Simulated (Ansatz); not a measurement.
Crystal: KI.

```
CELL_PARAMETERS angstrom
4.29120 0.00000 0.00000
0.00000 4.29120 0.00000
0.00000 0.00000 4.29120
ATOMIC_POSITIONS crystal
I 0.50000 0.50000 0.50000
K 0.00000 0.00000 0.00000
```

Measurements of this composition are mostly on another form, of space group No. 225.

Base run:

| Item | Value |
| --- | --- |
| Program | Ansatz 0.2.0 |
| Functional | PBE |
| Dispersion | D4 |
| Potentials or basis | all-electron LAPW, scalar-relativistic |
| Cutoff | 102 eV (chosen from the basis error) |
| Basis error allowed | 0.001 eV/atom |
| k mesh | 6 × 6 × 6 |
| Occupations | fermi-dirac, width 0.05 eV |
| Spin | no spin polarisation |

Its results: band gap on the k mesh 3.33 eV, indirect (least direct gap 3.69 eV); pressure -0.3 GPa.

The run is repeated on the same cell with these changes: dispersion from D4 to none; occupations from fermi-dirac, width 0.05 eV to gaussian, width 0.05 eV. What comes out?

Band gap on the k mesh 3.33 eV, indirect (least direct gap 3.69 eV); pressure 0.5 GPa.

Caveats: spin-orbit coupling is left out, which moves the levels of the heavy elements.

A k mesh can miss the band edges.
